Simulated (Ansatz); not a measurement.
The elements of this relaxed trial crystal are hidden behind letters.

```
lattice vectors (Å)
   3.3086    0.0000    0.0000
   0.0000    3.3086    0.0000
   0.0000    0.0000    2.9849
fractional positions
X 0.5000 0.5000 0.5000
Z 0.0000 0.0000 0.0000
```

All numbers below come from DFT PBE, scalar-relativistic, plane waves, PAW (Ansatz 0.2.0). Settings of the last relaxation (2-atom cell): 420 eV, 16×16×18 k points, Gaussian smearing of 0.10 eV, no spin polarisation.

* Space group: P4/mmm (No. 123)
* Conventional cell: a = 3.309 Å, c = 2.985 Å
* Volume per atom: 16.34 Å³
* Density: 4.95 g/cm³
* Energy over the elements: +0.14 eV/atom
* Gap on the 16×16×18 mesh of the 2-atom cell: 0 eV (a metal)

Energies are uncorrected and count from the elements' standard states at the same level.

**Question.** X is a d-block element of period 4 and Z is a p-block element of period 3. Which elements are they?

**Answer.** X = Zn, Z = S, so the formula is ZnS, here in the tetragonally distorted caesium chloride type. Density times volume gives a mean mass of 4.95 × 16.34/1.6605 = 48.7 u per atom, and this set has 48.7 u. Among the elements that the hints allow, noble gases aside, only these give it. Zn has 8 S at 2.78 Å, 2 Zn at 2.98 Å and 4 Zn at 3.31 Å; around S lie 8 Zn at 2.78 Å, 2 S at 2.98 Å and 4 S at 3.31 Å.

Symmetry constrained the relaxation, so the result can be a saddle point. Another cell of ZnS relaxed alike, in R3m (a Materials Project cell), lies 0.96 eV/atom lower, so this cell isn't the stable form at this level.
